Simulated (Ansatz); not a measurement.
# Ca on a F site in CaF2

What does a Ca on a F site cost in CaF2, and how do its neighbours move? It is set in a cell of 48 host atoms, in the charges 0, -1, -2.

Method: DFT PBE, scalar-relativistic, plane waves, PAW, in Ansatz 0.2.0.

3 further runs of the same task are left out: 3 set aside as unsound or not needed.

## 1. The starting structure

It takes space group Fm-3m (No. 225, cubic). The conventional cell has a = 5.512 Å, b = 5.512 Å, c = 5.512 Å, α = 90.00°, β = 90.00°, γ = 90.00°. Ca (site symmetry m-3m) is surrounded by 8 F at 2.39 Å. F (site symmetry -43m) is surrounded by 4 Ca at 2.39 Å.

As a file:

```cif
data_structure
_symmetry_space_group_name_H-M 'Fm-3m'
_symmetry_Int_Tables_number 225
_cell_length_a 5.5118
_cell_length_b 5.5118
_cell_length_c 5.5118
_cell_angle_alpha 90.000
_cell_angle_beta 90.000
_cell_angle_gamma 90.000
_cell_volume 167.44
loop_
_atom_site_label
_atom_site_type_symbol
_atom_site_symmetry_multiplicity
_atom_site_Wyckoff_symbol
_atom_site_fract_x
_atom_site_fract_y
_atom_site_fract_z
_atom_site_occupancy
Ca1 Ca 4 a 0.00000 0.00000 0.00000 1
F1 F 8 c 0.25000 0.25000 0.75000 1
```

It goes back to an entry of the Materials Project, which need not be the stable form.

It is the result of an earlier relaxation at this level (volume 13.95 Å³/atom; gap on the mesh: 7.14 eV).

The host's static dielectric tensor, from an earlier linear-response run, has a mean of 8.75.

The perfect supercell (rows 1 -3 1; 1 1 1; -3 1 1 in vectors of this cell) comes from an earlier run at this level (48 atoms, E(σ→0) -55036.9752 eV, gap 7.70 eV on its own mesh).

## 2. Making the defect

The atom at (0.250, 0.750, 0.750) of the supercell is replaced. The other atoms start on their ideal sites. Its neighbours are 4 Ca at 2.39 Å, 6 F at 2.76 Å.

## 3. Charge state 0

The input, input.yaml:

```yaml
crystal:
  lattice:
    - [-5.5117621006, 5.5117621006, -5.5117621006]
    - [5.5117621006, 5.5117621006, 5.5117621006]
    - [5.5117621006, -5.5117621006, -5.5117621006]
  atoms:
    - { symbol: Ca, position: [0.5, 0.75, 0.75], spin: 0.091 }
    - { symbol: Ca, position: [0.25, 0.0, 0.75], spin: 0.091 }
    - { symbol: Ca, position: [0.75, 0.75, 0.5] }
    - { symbol: Ca, position: [0.0, 0.25, 0.75] }
    - { symbol: Ca, position: [0.5, 0.0, 0.5] }
    - { symbol: Ca, position: [0.75, 0.5, 0.75] }
    - { symbol: Ca, position: [0.25, 0.25, 0.5] }
    - { symbol: Ca, position: [0.0, 0.75, 0.25] }
    - { symbol: Ca, position: [0.75, 0.0, 0.25] }
    - { symbol: Ca, position: [0.0, 0.5, 0.5], spin: 0.091 }
    - { symbol: Ca, position: [0.25, 0.75, 0.0], spin: 0.091 }
    - { symbol: Ca, position: [0.5, 0.25, 0.25] }
    - { symbol: Ca, position: [0.25, 0.5, 0.25] }
    - { symbol: Ca, position: [0.0, 0.0, 0.0] }
    - { symbol: Ca, position: [0.75, 0.25, 0.0] }
    - { symbol: Ca, position: [0.5, 0.5, 0.0] }
    - { symbol: Ca, position: [0.25, 0.75, 0.75], spin: 0.091 }
    - { symbol: F, position: [0.0, 0.0, 0.75] }
    - { symbol: F, position: [0.5, 0.75, 0.5] }
    - { symbol: F, position: [0.75, 0.25, 0.75] }
    - { symbol: F, position: [0.25, 0.0, 0.5] }
    - { symbol: F, position: [0.5, 0.5, 0.75] }
    - { symbol: F, position: [0.0, 0.25, 0.5] }
    - { symbol: F, position: [0.75, 0.75, 0.25] }
    - { symbol: F, position: [0.5, 0.0, 0.25] }
    - { symbol: F, position: [0.75, 0.5, 0.5] }
    - { symbol: F, position: [0.0, 0.75, 0.0] }
    - { symbol: F, position: [0.25, 0.25, 0.25] }
    - { symbol: F, position: [0.0, 0.5, 0.25] }
    - { symbol: F, position: [0.75, 0.0, 0.0] }
    - { symbol: F, position: [0.5, 0.25, 0.0] }
    - { symbol: F, position: [0.25, 0.5, 0.0] }
    - { symbol: F, position: [0.25, 0.25, 0.75] }
    - { symbol: F, position: [0.0, 0.5, 0.75], spin: 0.091 }
    - { symbol: F, position: [0.5, 0.25, 0.5] }
    - { symbol: F, position: [0.75, 0.75, 0.75] }
    - { symbol: F, position: [0.25, 0.5, 0.5], spin: 0.091 }
    - { symbol: F, position: [0.5, 0.0, 0.75], spin: 0.091 }
    - { symbol: F, position: [0.0, 0.75, 0.5], spin: 0.091 }
    - { symbol: F, position: [0.75, 0.25, 0.25] }
    - { symbol: F, position: [0.5, 0.5, 0.25] }
    - { symbol: F, position: [0.75, 0.0, 0.5] }
    - { symbol: F, position: [0.0, 0.25, 0.0] }
    - { symbol: F, position: [0.25, 0.75, 0.25] }
    - { symbol: F, position: [0.0, 0.0, 0.25] }
    - { symbol: F, position: [0.75, 0.5, 0.0] }
    - { symbol: F, position: [0.5, 0.75, 0.0], spin: 0.091 }
    - { symbol: F, position: [0.25, 0.0, 0.0], spin: 0.091 }
  host:
    lattice:
      - [0.0, 2.7558810503, 2.7558810503]
      - [2.7558810503, 0.0, 2.7558810503]
      - [2.7558810503, 2.7558810503, 0.0]
    atoms:
      - { symbol: Ca, position: [0.0, 0.0, 0.0] }
      - { symbol: F, position: [0.75, 0.75, 0.75] }
      - { symbol: F, position: [0.25, 0.25, 0.25] }
basis:
  ecutwfc: 420
  xc_grid: 2
kpoints:
  mp_grid: { grid: [2, 2, 2], shift: [0.5, 0.5, 0.5] }
hamiltonian:
  xc: pbe
scf:
  occupations: { method: gaussian, width: 0.01 }
output:
  forces: true
  stress: false
  eigenvalues: true
  populations: true
  charged_corrections:
    defect_position: [0.25, 0.75, 0.75]
    epsilon: [[8.7475, 0.0, 0.0], [0.0, 8.7475, 0.0], [0.0, 0.0, 8.7475]]
  write_density: true
  write_potential: true
  elf: true
  volumetric_format: npy
magnetization:
  spin_polarized: true
relax:
  adjacent_minimum: "off"
  f_tol: 0.025
  max_steps: 45
```

Started as:

```sh
> ansatz run input.yaml --threads 4 --pin off --max-ram 6144MiB --backend cpu --events-out ev --progress --plain --runs-dir out
```

The session goes on with these runs: charge state -1; charge state -2.

Q: Predict the outcome of this session. Wanted: formation energy, neutral; moment, neutral; nearest atoms after relaxation, one image of each, neutral.

The runs gave:

| quantity | value |
| --- | --- |
| formation energy, neutral | 14.09 eV |
| moment, neutral | 3.00 μB |
| nearest atoms after relaxation, one image of each, neutral | 6 F at 2.71 Å, 4 Ca at 2.80 Å |
| level (0/-1) above the valence top | 7.75 eV (outside the gap) |
| level (-1/-2) above the valence top | 7.46 eV (outside the gap) |

The neutral defect costs 14.09 eV against the elements. The neutral defect changes the cell's moment by 3.00 μB. Among the charges computed the stable one is 0 at the valence top and stays so across the gap of 7.14 eV. The levels on either side of charge -1 are inverted, so that state is never the lowest (negative U). The alignment term, up to 0.67 eV here, is marked as doubtful by the program in a cell of this size. Levels are placed in the host's Kohn-Sham gap, which is usually too small at this level and squeezes them. With 48 host sites the defect feels its images, so energies are good to tenths of an eV at best. A distortion of lower symmetry was not tried. Where the defect's electrons or holes spill into a band, band filling in so small a cell adds more. Some metallic runs here have no spin polarisation while others do, so their energies compare only roughly.
